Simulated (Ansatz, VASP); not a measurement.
SrCl2: VASP beside Ansatz

INCAR

```
SYSTEM = SrCl2
ALGO = Normal ; EDIFF = 1E-8
ENCUT = 520 ; GGA = CA
ISIF = 2 ; ISMEAR = -1
LASPH = .TRUE. ; LCHARG = .FALSE.
LEFG = .TRUE. ; LREAL = .FALSE.
LWAVE = .FALSE. ; NBANDS = 19
NELM = 80 ; PREC = Accurate
SIGMA = 0.01
```

The input KPOINTS:

```
k-points
0
G
  8 8 8
  0 0 0
```

POSCAR

```
SrCl2
1.0
    0.0000000000      3.4855000000      3.5552100000
    3.4855000000      0.0000000000      3.5552100000
    3.4855000000      3.4855000000      0.0000000000
Sr Cl
1 2
Direct
    0.0000000000      0.0000000000      0.0000000000
    0.2500000000      0.2500000000      0.2500000000
    0.7500000000      0.7500000000      0.7500000000
```

Input for Ansatz:

```yaml
crystal:
  lattice:
    - [0.0, 3.4855, 3.55521]
    - [3.4855, 0.0, 3.55521]
    - [3.4855, 3.4855, 0.0]
  atoms:
    - { symbol: Sr, position: [0.0, 0.0, 0.0] }
    - { symbol: Cl, position: [0.25, 0.25, 0.25] }
    - { symbol: Cl, position: [0.75, 0.75, 0.75] }
kpoints:
  mp_grid: { grid: [8, 8, 8] }
scf:
  occupations: { method: fermi_dirac, width: 0.01 }
hamiltonian:
  xc: lda
  pseudopotentials: { kind: paw }
output:
  forces: true
  stress: true
  eigenvalues: true
  efg: { contact_densities: true }
```

Change from the starting cell: zz strain of +2 %, PAW files.

Alike in both runs: task electric field gradients; functional LDA; k mesh 8 × 8 × 8; occupations fermi-dirac, width 0.01 eV; no spin polarisation.

```csv
,VASP,Ansatz
version,VASP 6.6.1,Ansatz 0.2.0
potentials or method,"VASP PAW LDA potentials, release 64 (Sr_sv, Cl)","PAW with Ansatz's default frozen-core files, scalar-relativistic"
plane-wave cutoff (eV),520,420
valence electrons in the cell,24,24
```

Ansatz gave:

```
gap on the k mesh at the Fermi level (eV)                      : 4.76
pressure (GPa)                                                 : -3.4
largest component of the traceless stress (GPa)                : 0.64
Vzz of the field gradient on the site that differs most (V/Å²) : 6.1
```

Q: Estimate VASP's values.

A: gap on the k mesh at the Fermi level (eV): 4.77; pressure (GPa): -3.2; largest component of the traceless stress (GPa): 0.64; Vzz of the field gradient on the site that differs most (V/Å²): 6.0.

Ansatz warned: «gradients_without_spin_orbit».

A k mesh can miss the band edges.
